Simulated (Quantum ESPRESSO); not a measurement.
A run of Quantum ESPRESSO 7.5:

File pw.in:

```
&CONTROL
  calculation = 'scf'
  prefix = 'pwscf'
  outdir = './tmp'
  pseudo_dir = './pseudo'
  tprnfor = .true.
  tstress = .true.
  disk_io = 'nowf'
/
&SYSTEM
  ibrav = 0
  nat = 2
  ntyp = 2
  ecutwfc = 88
  nbnd = 24
  occupations = 'smearing'
  smearing = 'fd'
  degauss = 0.00367493
/
&ELECTRONS
  conv_thr = 4d-10
  electron_maxstep = 120
  mixing_beta = 0.5
/
ATOMIC_SPECIES
Ta   180.9479 Ta_ONCV_PBE-1.2.upf
N     14.0070 N_ONCV_PBE-1.2.upf
CELL_PARAMETERS angstrom
   0.0000000000    2.2113230000    2.2113230000
   2.2113230000    0.0000000000    2.2113230000
   2.2113230000    2.2113230000    0.0000000000
ATOMIC_POSITIONS crystal
Ta     0.5000000000    0.5000000000    0.5000000000
N      0.0000000000    0.0000000000    0.0000000000
K_POINTS automatic
5 5 5 0 0 0
```

Potentials or basis: SG15 PBE 1.2.

Run with:

```console
$ OMP_NUM_THREADS=1 mpirun -n 2 pw.x -nk 2 -in pw.in > pw.out
```

Hardware: 2 MPI ranks on Arm Neoverse V1, on a shared host.

Problem. How long does it take, and how much memory?

Solution. Run time: 5.8 s on 2 MPI ranks on Arm Neoverse V1, with other jobs on the host, peak memory 0.12 GiB a rank. Counts: scf iterations 11, k pools 2, bands 24, k points 10, g dense 16361.
